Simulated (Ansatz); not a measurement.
## BaTe: pressure against volume per atom

Periodic Kohn-Sham DFT of a crystal at fixed atoms; pressure and stress are positive in compression; the energy is the free energy less that of spherical unpolarised free atoms; site moments are those in the method's own spheres, positive along +z. The results are calculated, by Ansatz 0.2.0.

Cell of the first row (space group Fm-3m, No. 225):
```
BaTe
1.0
      0.0000     3.3404     3.3404
      3.3404     0.0000     3.3404
      3.3404     3.3404     0.0000
Ba Te
1 1
Direct
  0.00000 0.00000 0.00000
  0.50000 0.50000 0.50000
```

Settings of every row: method frozen-core PAW; functional PBEsol; relativity scalar; k mesh 10x10x10; filling fermi-dirac; smearing width 0.05 eV; wave cutoff 420 eV; paw set soft_2.

Atom start moment: 0 on all atoms.

Limits: PAW files made with PBE; no spin-orbit coupling on heavy atoms.

| row | volume per atom (Å³) | pressure (GPa) |
| --- | --- | --- |
| 1 | 37.273 | 4.744 |
| 2 | 38.066 | 3.699 |
| 3 | 38.859 | 2.757 |
| 4 | 39.255 | 2.322 |
| 5 | 39.652 | ? |
| 6 | 40.048 | 1.516 |
| 7 | 40.445 | 1.143 |
| 8 | 41.238 | 0.453 |
| 9 | 42.031 | -0.17 |

Question: what pressure should row 5 give?

Worked fit of pressure. Take u = (V_r/V)^(2/3) − 1 with V_r = 39.651 Å³ an atom, which is twice the finite (Eulerian) strain; such expansions in the strain, on which the Birch-Murnaghan equation of state is built, carry the rest volume and the bulk modulus. The shown rows have u = 0.04209, 0.02757, 0.01354, 0.00671, -0.00662, -0.01313, -0.02582, -0.03812. Least squares give pressure = 1.9093 + 60.432 × u + 159.16 × u² + 123 × u³ GPa; a parabola predicts inner rows, each left out in turn, worse (root mean square 0.002 against 0.00012 GPa). All shown rows lie on it to the printed digit. The pressure vanishes at u = -0.0347, or V = 41.81 Å³ an atom, and there the bulk modulus at fixed shape and fractions is B = −V dP/dV = (2/3)(1 + u) dP/du = 32.1 GPa. The withheld row has u = -2e-05, so the fit gives 1.9093 + 60.432 × (-2e-05) + 159.16 × (-2e-05)² + 123 × (-2e-05)³ = 1.908 GPa.

The calculation gave 1.908 GPa. The fit meets it to the printed digit.
